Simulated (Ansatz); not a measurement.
# TiC (Fm-3m) in Ansatz: notebook

The runs below take TiC through band structure, elastic constants, phonons, with revPBE, PBE, PBEsol, LDA.

Program: Ansatz 0.2.0. These are calculated values, not measurements. Logs are shortened: lines on timing, memory, paths and dates and some standing lists are left out, and cuts for length are marked.

### Step 1. Starting point

Symmetry: Fm-3m, No. 225, cubic system. Conventional cell: a = 4.331 Å, b = 4.331 Å, c = 4.331 Å, α = 90.00°, β = 90.00°, γ = 90.00°. Ti (site symmetry m-3m) is surrounded by 6 C at 2.17 Å. Around C (site symmetry m-3m) lie 6 Ti at 2.17 Å.

The cell is a database's computed one.

### Step 2. Band structure, revPBE

The input, input.yaml:

```yaml
crystal:
  lattice:
    - [0.0, 2.1657188437, 2.1657188437]
    - [2.1657188437, 0.0, 2.1657188437]
    - [2.1657188437, 2.1657188437, 0.0]
  atoms:
    - { symbol: Ti, position: [0.0, 0.0, 0.0] }
    - { symbol: C, position: [0.5, 0.5, 0.5] }
kpoints:
  mp_grid: { grid: [11, 11, 11] }
  band_path:
    path:
      - [0.0, 0.0, 0.0]
      - [0.5, 0.0, 0.5]
      - [0.5, 0.25, 0.75]
      - [0.375, 0.375, 0.75]
      - [0.0, 0.0, 0.0]
      - [0.5, 0.5, 0.5]
      - [0.625, 0.25, 0.625]
      - [0.5, 0.25, 0.75]
    npoints: 10
scf:
  occupations: { method: fermi_dirac, width: 0.05 }
hamiltonian:
  xc: revpbe
  pseudopotentials: { kind: all_electron, lapw: { basis_error: 0.001 } }
output:
  forces: true
  stress: true
  eigenvalues: true
```

Potentials or basis: all-electron LAPW, scalar-relativistic.

Started as:

```bash
ansatz run input.yaml --threads 1 --pin off --max-ram 3072MiB --backend cpu --events-out ev --progress --plain --runs-dir out
```

Log:

```text
Warning: RAYON_NUM_THREADS=1 ignored (pool sized by the plan → 1); use --threads N
LAPW: plane waves up to 9.066 Å⁻¹, error target 1.0e-3 eV per atom; small_component_spin mean_spin; C in spheres of 0.938 Å, 6 of its electrons in bands, Dirac shells []; Ti in spheres of 1.228 Å, 18 of its electrons in bands, Dirac shells [] (how accurate: hamiltonian.pseudopotentials.lapw.basis_error, Limitations)
Engine: ansatz 0.2.0, x86_64-unknown-linux-gnu
Pseudopotentials: kind: all_electron
Pseudopotential: Ti, LAPW, valence charge 18, lapw/all_electron/scalar/gaussian/Ti, Koelling and Harmon's equation, gaussian nucleus
Pseudopotential: C, LAPW, valence charge 6, lapw/all_electron/scalar/gaussian/C, Koelling and Harmon's equation, gaussian nucleus
Functional definition: revPBE
  parameter kappa = 1.245
  parameter beta = 0.06672455060314922
  exchange = pbe_x(kappa = kappa, mu = beta*pi^2/3)
  correlation = pbe_c(beta = beta)
Crystal: 2 atoms, lattice volume = 20.316 Å³
Basis set: ecut = 313.148371518591 eV, 259 PW (Γ), exchange–correlation at level 2
Bands: 16, of which v1, the nominal top of the filled ones, is band 12 counted from 1 (11 counted from 0)
Symmetry: 48 space group operations
Space group: Fm-3m (ITA 225), of the structure as read, at distance tolerance 2.7e-5 Å
k-points: 56 of 1331
Non-local potential: Ti, projectors of the file, none
Non-local potential: C, projectors of the file, none
Initial density: superposition of atomic densities (chi_scale 0.1, normalization cell, long waves kept (reshape's long-wave potential 0.00 eV rms))
Initial wavefunctions: plane waves of lowest kinetic energy (no species holds an atomic orbital)
Functional: x = revpbe(κ = 1.245, μ = 0.2195149727645171), c = pbe(β = 0.06672455060314922)
iter 1 solved again at ethr=2.60e-2 eV; its pass at ethr=1.00e-1 eV (dr2=6.23e0 eV) is discarded
SCF iter   1: F=—  HF=-24278.139942 eV  |F-HF|=—  |Δ(HF+E_count)|=         —  Δρ=1.57e-1  dr2=6.23e0  ethr=2.60e-2  ⟨swp⟩=2.0  Hψ=5573  notcnv=0
preconditioner: auto → none  [insulator: Δε(μ)=0.433 eV  Ē_g=20.622 eV  σ=0.050 eV  W_gap=0.52  n_scr=8 (ndim 8)  ℏωp=30.8 eV  f_vac=0.000  D(μ)=0.16/eV (n_scr^D=0)  ε∞_Penn≈3.2]
SCF iter   2: F=—  HF=-24279.121730 eV  |F-HF|=—  |Δ(HF+E_count)|=   9.82e-1  Δρ=1.78e-1  dr2=7.73e0  ethr=2.60e-2  ⟨swp⟩=3.0  Hψ=2890  notcnv=0
iter 3 solved again at ethr=4.74e-4 eV; its pass at ethr=2.60e-2 eV (dr2=1.14e-1 eV) is discarded
SCF iter   3: F=—  HF=-24275.917350 eV  |F-HF|=—  |Δ(HF+E_count)|=    3.20e0  Δρ=2.56e-2  dr2=1.14e-1  ethr=4.74e-4  ⟨swp⟩=2.0  Hψ=4560  notcnv=0
SCF iter   4: F=—  HF=-24275.860055 eV  |F-HF|=—  |Δ(HF+E_count)|=         —  Δρ=9.99e-3  dr2=1.06e-2  ethr=4.74e-4  ⟨swp⟩=3.0  Hψ=2943  notcnv=0
the basis was enlarged: its passes take 147.9 KiB over the memory plan, 1 of 1 planned eigensolver slots
SCF iter   5: F=—  HF=-24275.863635 eV  |F-HF|=—  |Δ(HF+E_count)|=   3.58e-3  Δρ=3.10e-3  dr2=2.22e-3  ethr=4.40e-5  ⟨swp⟩=2.0  Hψ=2759  notcnv=0
SCF iter   6: F=—  HF=-24275.862451 eV  |F-HF|=—  |Δ(HF+E_count)|=   1.18e-3  Δρ=1.41e-3  dr2=4.26e-4  ethr=9.25e-6  ⟨swp⟩=2.0  Hψ=2551  notcnv=0
SCF iter   7: F=—  HF=-24275.862036 eV  |F-HF|=—  |Δ(HF+E_count)|=   4.16e-4  Δρ=5.58e-4  dr2=6.08e-5  ethr=1.77e-6  ⟨swp⟩=2.0  Hψ=2551  notcnv=0
SCF iter   8: F=—  HF=-24275.861946 eV  |F-HF|=—  |Δ(HF+E_count)|=   8.98e-5  Δρ=1.15e-4  dr2=2.36e-6  ethr=2.53e-7  ⟨swp⟩=2.1  Hψ=2563  notcnv=0
SCF iter   9: F=—  HF=-24275.861942 eV  |F-HF|=—  |Δ(HF+E_count)|=   4.04e-6  Δρ=9.75e-6  dr2=1.42e-8  ethr=9.85e-9  ⟨swp⟩=3.0  Hψ=2664  notcnv=0
SCF iter  10: F=-24275.861942 eV  HF=-24275.861942 eV  |F-HF|=1.09e-11  |Δ(HF+E_count)|=   2.83e-8  Δρ=2.72e-7  dr2=9.91e-12  ethr=5.93e-11  ⟨swp⟩=3.0  Hψ=2734  notcnv=0
SCF 1 converged in 10 iterations: F = -24275.861942 eV  dr2 = 9.91e-12
NSCF: frozen V_eff on 71 k-points
SCF converged after 10 iterations
Free energy (F): -24275.861942 eV
Harris-Foulkes:  -24275.861942 eV  (|F-HF|=1.09e-11)
Internal energy: -24275.859602 eV  (E = F + TS)
E sigma→0 (E₀):  -24275.860772 eV
Entropy (-TS):   -0.002340 eV (-1.170 meV/atom)
Fermi energy:    15.284657 eV
--- Per-component energies (eV) ---
  E_band       = -3140.514011
  E_kinetic    = 24497.730934
  E_xc         = -1299.957287
  E_electrostatic = -47473.633249  (all electrons and nuclei)
  E_smearing   = -0.002340  (= −TS)
  E_closure    = 0.000000  (closes the sum)
  E_atoms      = -24259.005158  (free atoms, spherical and without spin; not in F)
  Σ components = -24275.861942   (vs F -24275.861942, Δ=0.00e0)
  Basis errors (estimates in eV, not in F): energy 3.1e-4 per atom: plane waves 2.6e-4 (1.4e-4 summed), levels above the bands 1.8e-19, relativity 2.4e-8, radial functions 4.6e-5, core shells 2.1e-7; eigenvalues (radial functions only) 3.1e-6; not estimated: angular momenta, meshes, grids; target (lapw.basis_error) 1.0e-3; muffin-tin radii C 0.938 Å, Ti 1.228 Å
--- Forces (eV/Å), atoms counted from 1 ---
  atom   1  Ti    -0.00000000     0.00000000     0.00000000
  atom   2  C      0.00000000    -0.00000000    -0.00000000
  max |Σ_I F_I| component: 3.29e-31 eV/Å
--- Stress (GPa, compression-positive) ---
        3.556866       0.000000      -0.000000
        0.000000       3.556866      -0.000000
       -0.000000      -0.000000       3.556866
  P = ⅓ Tr σ = 3.5569 GPa (35.569 kbar)
--- Band table (eV; the first three rows and the last of 56) ---
  k-point 0: bands = ["-422.9574", "-422.9574", "-422.9574", "-249.7532", "-41.4411", "-17.4265", "-17.4265", "-17.4265", "2.7724", "15.9284", "15.9284", "15.9284", "16.8958", "16.8958", "16.8958", "16.9341"]
  k-point 1: bands = ["-422.9574", "-422.9574", "-422.9574", "-249.7532", "-41.4354", "-17.4672", "-17.4303", "-17.4303", "2.9584", "15.1040", "15.3762", "15.3762", "16.2491", "16.2491", "17.2971", "18.4039"]
  k-point 2: bands = ["-422.9574", "-422.9574", "-422.9574", "-249.7532", "-41.4201", "-17.5752", "-17.4405", "-17.4405", "3.4920", "13.6561", "14.2372", "14.2372", "16.5955", "16.5955", "17.7353", "19.9559"]
  k-point 55: bands = ["-422.9574", "-422.9574", "-422.9574", "-249.7532", "-41.3454", "-17.7422", "-17.7205", "-17.5881", "5.6521", "11.8592", "11.9995", "12.7324", "17.7395", "18.1567", "18.8398", "20.4245"]
```

Run time: 11 s. Hardware: 1 thread of Intel Xeon Platinum 8259CL at 2.50GHz (Skylake/Cascade Lake), shared host; peak memory 0.46 GiB.

Results:

| Item | Value |
| --- | --- |
| Free energy | -24275.8619 eV |
| Pressure | 3.6 GPa |
| Band gap along the path | none (metal or under the smearing width) |

Levels at the corners of the path, in eV from the Fermi level:
```csv
point,band 8,band 9,band 10,band 11,band 12,band 13,band 14,band 15,band 16
Γ,-32.71,-12.51,0.64,0.64,0.64,1.61,1.61,1.61,1.65
X,-32.88,-10.24,-3.52,-1.67,-0.11,-0.11,2.64,3.47,3.47
W,-32.89,-9.64,-3.22,-3.22,-2.78,2.74,2.74,3.47,5.04
K,-32.84,-9.72,-3.54,-3.43,-1.80,1.41,3.09,3.77,5.36
Γ,-32.71,-12.51,0.64,0.64,0.64,1.61,1.61,1.61,1.65
L,-32.76,-9.05,-5.91,-2.97,-2.97,2.87,2.87,4.05,8.10
U,-32.84,-9.72,-3.54,-3.43,-1.80,1.41,3.09,3.77,5.36
W,-32.89,-9.64,-3.22,-3.22,-2.78,2.74,2.74,3.47,5.04
```

### Step 3. Elastic constants, PBE

The input, input.yaml:

```yaml
crystal:
  lattice:
    - [0.0, 2.1657188437, 2.1657188437]
    - [2.1657188437, 0.0, 2.1657188437]
    - [2.1657188437, 2.1657188437, 0.0]
  atoms:
    - { symbol: Ti, position: [0.0, 0.0, 0.0] }
    - { symbol: C, position: [0.5, 0.5, 0.5] }
kpoints:
  mp_grid: { grid: [8, 8, 8] }
scf:
  occupations: { method: fermi_dirac, width: 0.05 }
hamiltonian:
  xc: pbe
  pseudopotentials: { kind: all_electron, lapw: { basis_error: 0.001 } }
output:
  forces: true
  stress: true
elastic:
  mode: clamped_ion
  stencil: two_point
```

Potentials or basis: all-electron LAPW, scalar-relativistic.

Started as:

```bash
ansatz run input.yaml --threads 1 --pin off --max-ram 3072MiB --backend cpu --events-out ev --progress --plain --runs-dir out
```

Wall time 37 s (1 thread of Intel Xeon Platinum 8259CL at 2.50GHz (Skylake/Cascade Lake), shared host); peak memory 0.53 GiB.

Results (log left out):

| Property | Result |
| --- | --- |
| Free energy | -24271.8584 eV |
| Pressure | 0.3 GPa |
| Band gap on the k mesh | none (metal or under the smearing width) |
| Clamped-ion elastic constants C11, C12, C44 | 500, 127, 169 GPa |
| Voigt bulk modulus | 252 GPa |

Levels at points of the mesh, in eV from the Fermi level:
| k point | band 9 | band 10 | band 11 | band 12 | band 13 | band 14 | band 15 | band 16 |
| --- | --- | --- | --- | --- | --- | --- | --- | --- |
| (0.00, 0.00, 0.00) | -12.35 | 0.74 | 0.74 | 0.74 | 1.72 | 1.72 | 1.72 | 1.77 |
| (0.00, 0.00, -0.50) | -8.87 | -5.79 | -2.85 | -2.85 | 2.97 | 2.97 | 4.15 | 8.21 |
| (0.00, -0.50, -0.50) | -10.07 | -3.39 | -1.57 | 0.01 | 0.01 | 2.76 | 3.57 | 3.57 |

Elastic tensor in Voigt notation (GPa, ions clamped, in the Cartesian axes of the cell as first typed):
```
500 127 127   0   0   0
127 500 127   0   0   0
127 127 500   0   0   0
  0   0   0 169   0   0
  0   0   0   0 169   0
  0   0   0   0   0 169
```

Caveat: the k mesh is thin for a metal, which can move the energy by tens of meV per atom; a metal's response needs a denser mesh; elastic constants of metals need much finer meshes, so these are rough.

### Step 4. Phonons, PBEsol

Edit input.yaml of step 3 so:

```diff
@@ -13,9 +13,7 @@
 hamiltonian:
-  xc: pbe
+  xc: pbesol
   pseudopotentials: { kind: all_electron, lapw: { basis_error: 0.001 } }
-output:
-  forces: true
-  stress: true
-elastic:
-  mode: clamped_ion
-  stencil: two_point
+output: {}
+phonons:
+  method: fd
+  supercell: [1, 1, 1]
```

Potentials or basis: all-electron LAPW, scalar-relativistic.

Started as:

```bash
ansatz run input.yaml --threads 1 --pin off --max-ram 3072MiB --backend cpu --events-out ev --progress --plain --runs-dir out
```

Log:

```text
Warning: RAYON_NUM_THREADS=1 ignored (pool sized by the plan → 1); use --threads N
LAPW: plane waves up to 9.306 Å⁻¹, error target 1.0e-3 eV per atom; small_component_spin mean_spin; C in spheres of 0.912 Å, 6 of its electrons in bands, Dirac shells []; Ti in spheres of 1.188 Å, 18 of its electrons in bands, Dirac shells [] (how accurate: hamiltonian.pseudopotentials.lapw.basis_error, Limitations)
Engine: ansatz 0.2.0, aarch64-unknown-linux-gnu
[... 3 set-up lines as earlier in the session ...]
Functional definition: PBEsol
  exchange = pbesol_x
  correlation = pbesol_c
Crystal: 2 atoms, lattice volume = 20.316 Å³
Basis set: ecut = 329.9153001112245 eV, 283 PW (Γ), exchange–correlation at level 2
Bands: 16, of which v1, the nominal top of the filled ones, is band 12 counted from 1 (11 counted from 0)
[... 1 set-up line as earlier in the session ...]
k-points: 29 of 512
[... 4 set-up lines as earlier in the session ...]
[... 51 lines left out ...]
  E_smearing   = -0.002719  (= −TS)
  E_closure    = 0.000000  (closes the sum)
  E_atoms      = -24223.322356  (free atoms, spherical and without spin; not in F)
  Σ components = -24242.012693   (vs F -24242.012693, Δ=0.00e0)
  Basis errors (estimates in eV, not in F): energy 3.1e-4 per atom: plane waves 2.8e-4 (1.6e-4 summed), levels above the bands 3.2e-20, relativity 1.7e-8, radial functions 3.3e-5, core shells 5.4e-7; eigenvalues (radial functions only) 1.6e-6; not estimated: angular momenta, meshes, grids; target (lapw.basis_error) 1.0e-3; muffin-tin radii C 0.912 Å, Ti 1.188 Å
--- Forces (eV/Å), atoms counted from 1 ---
  atom   1  Ti    -0.00000000     0.00000000    -0.00000000
  atom   2  C      0.00000000    -0.00000000    -0.00000000
  max |Σ_I F_I| component: 1.38e-30 eV/Å
--- Band table (eV; the first three rows and the last of 29) ---
  k-point 0: bands = ["-422.7474", "-422.7474", "-422.7474", "-248.3276", "-41.2696", "-17.4087", "-17.4087", "-17.4087", "2.6496", "15.6909", "15.6909", "15.6909", "16.7271", "16.7271", "16.7271", "16.7587"]
  k-point 1: bands = ["-422.7474", "-422.7474", "-422.7474", "-248.3276", "-41.2586", "-17.4860", "-17.4160", "-17.4160", "3.0018", "14.3801", "14.7442", "14.7442", "16.1204", "16.1204", "17.2814", "18.8221"]
  k-point 2: bands = ["-422.7474", "-422.7474", "-422.7474", "-248.3276", "-41.2320", "-17.6687", "-17.4335", "-17.4335", "3.9717", "12.2755", "13.3313", "13.3313", "16.7823", "16.7823", "17.8587", "20.9093"]
  k-point 28: bands = ["-422.7474", "-422.7474", "-422.7474", "-248.3276", "-41.1692", "-17.7196", "-17.7196", "-17.5892", "5.5650", "11.8597", "11.8597", "12.3167", "17.8218", "17.8218", "18.5644", "20.2050"]
--- Phonons: 2 displaced members + reference (amplitude 0.01 Å, Σ member SCF iterations 13) ---
  symmetry images taken by strict's conditions (phonons.symmetry_images: auto; settled by no image being taken that strict refuses)
  ASR residual: 3.085e-4 → 0.000e0 eV/Å²; symmetrization residual: 3.090e-4 eV/Å²
  largest component of a force at the reference: 1.8e-30 eV/Å
  ASR residual per site (eV/Å²): 3.08e-4 2.55e-4
  Γ frequencies (cm⁻¹): 0.00 0.00 0.00 525.80 525.80 525.80
  density of states and harmonic sums: on the 24×24×24 q-mesh, interpolated from the force constants of a 1×1×1 supercell (no non-analytic term)
  largest difference from the sums on the solved wave vectors: F 3.39e-1 eV, S 5.98e-4 and C_V 2.58e-4 eV/K
  zero-point energy: 0.128292 eV/cell   skipped modes (ω ≤ 0): 3   left out of the sums: 3.62e-5 of the cell's modes: C_V's classical limit lies that fraction below 3 k_B per atom; for a crystal, a wire or a layer, F and S can be off by more, and a phonons.interpolated_qmesh denser along its periods is the remedy for the sampling
```

phdos.tsv:

```text
# omega_inv_cm	omega_thz	g_bin_mean(omega)[modes/inv_cm]
# format = ansatz-phdos/2
# interpolated_qmesh = 24 24 24
# force_constants_supercell = 1 1 1
# lo_to_splitting: not included (the non-analytic LO-TO correction is not applied to the interpolated dynamical matrix; polar crystals: no LO-TO splitting at GAMMA, and LO and other optical branches, acoustic branches and sound speeds, and with them the density of states and the thermodynamics, can be off between the wave vectors that the force constants were sampled on, most near GAMMA; a larger extent of the force constants narrows that region and is not shown to mend the acoustic slopes)
# g_bin_mean(omega): the modes in a bin one row spacing wide, centred on omega, divided by that spacing. A flat band (one whose frequency is the same at every q-point) is counted whole in the row whose bin holds it (on the edge of two bins, in the lower row). The modes of the run's own cell are the sum of g_bin_mean times the row spacing in inv_cm (a plain sum, not the trapezoid rule); for a one-atom cell on a GAMMA-only q-mesh every row is zero, so that sum is 0, not 3
0.000000	0.000000	4.997663e-9
1.051602	0.031526	1.299392e-7
2.103204	0.063052	4.897710e-7
3.154807	0.094579	1.089491e-6
4.206409	0.126105	1.929098e-6
5.258011	0.157631	3.008593e-6
[... 493 lines left out ...]
524.749495	15.731594	2.598474e-3
525.801097	15.763120	2.415112e-4
```

Run time: 25 s. Hardware: 1 thread of Arm Neoverse V1, shared host; peak memory 0.29 GiB.

Results:

| Property | Result |
| --- | --- |
| Free energy | -24242.0127 eV |
| Band gap on the k mesh | none (metal or under the smearing width) |
| Highest phonon frequency at Γ | 526 cm⁻¹ |

Phonon frequencies in cm⁻¹ (negative: imaginary):
```tsv
q point	frequencies
(0.000, 0.000, 0.000)	0 0 0 526 526 526
```

Caveat: the k mesh is thin for a metal, which can move the energy by tens of meV per atom; a metal's response needs a denser mesh.

(Continued in part 2 of 2.)
